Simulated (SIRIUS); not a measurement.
Set up this calculation in SIRIUS 7.12.0, as the native input.

* Task: single point
* Functional: RPBE
* Potentials or basis: PseudoDojo 0.4.1 PBE standard (scalar relativistic)
* Cutoff: 1152 eV
* Density cutoff: 4606 eV
* k mesh: 10 × 10 × 10
* Occupations: fermi-dirac, width 0.05 eV
* Spin: no spin polarisation
* Libxc names: ["XC_GGA_X_RPBE", "XC_GGA_C_PBE"]
* Energy tol: 1e-08 Ha
* Density tol: 1e-06
* Mixer: anderson
* Mixing beta: 0.7
* Max scf: 100
* Radial cutoff for the potentials' integrals: 6.5 bohr

TaN:

```
Ta N
1.0
     0.00000    2.21132    2.21132
     2.21132    0.00000    2.21132
     2.21132    2.21132    0.00000
Ta N
1 1
Direct
  0.50000 0.50000 0.50000
  0.00000 0.00000 0.00000
```

The cell comes from a database or a generator and needn't be the stable form of this composition.

One way to write it, as run:

sirius.json

```json
{
  "control": {
    "processing_unit": "cpu",
    "verbosity": 2,
    "num_bands_to_print": 16,
    "print_forces": true,
    "print_stress": true
  },
  "parameters": {
    "electronic_structure_method": "pseudopotential",
    "xc_functionals": ["XC_GGA_X_RPBE", "XC_GGA_C_PBE"],
    "gk_cutoff": 9.2,
    "pw_cutoff": 18.4,
    "ngridk": [10, 10, 10],
    "shiftk": [0, 0, 0],
    "smearing": "fermi_dirac",
    "smearing_width": 0.0018374661,
    "num_bands": 16,
    "num_mag_dims": 0,
    "num_dft_iter": 100,
    "energy_tol": 1e-08,
    "density_tol": 1e-06
  },
  "iterative_solver": {
    "type": "davidson",
    "min_tolerance": 1e-10
  },
  "mixer": {
    "type": "anderson",
    "beta": 0.7,
    "max_history": 8
  },
  "settings": {
    "tol_ne": 1e-10,
    "pseudo_grid_cutoff": 6.5
  },
  "unit_cell": {
    "lattice_vectors": [
      [0.0, 0.707106781187, 0.707106781187],
      [0.707106781187, 0.0, 0.707106781187],
      [0.707106781187, 0.707106781187, 0.0]
    ],
    "lattice_vectors_scale": 5.9097083415,
    "atom_coordinate_units": "lattice",
    "atom_types": ["Ta", "N"],
    "atom_files": {
      "N": "N.json",
      "Ta": "Ta.json"
    },
    "atoms": {
      "Ta": [
        [0.5, 0.5, 0.5]
      ],
      "N": [
        [0.0, 0.0, 0.0]
      ]
    }
  }
}
```

Potentials or basis: PseudoDojo 0.4.1 PBE standard (scalar relativistic).

Command:

```console
$ upf_to_json N.upf
$ upf_to_json Ta.upf
$ OMP_NUM_THREADS=1 sirius.scf --input=sirius.json --output=out.json --task=0
```

Results of the run:

The pressure is 2.2 GPa and the band gap on the k mesh is none (metal or under the smearing width).

Caveat: the potentials were made for another functional, which shifts forces and pressure.

Wall time 32 s on 1 thread of Intel(R) Xeon(R) Platinum 8488C (Sapphire Rapids) (shared host), peak memory 0.29 GiB.
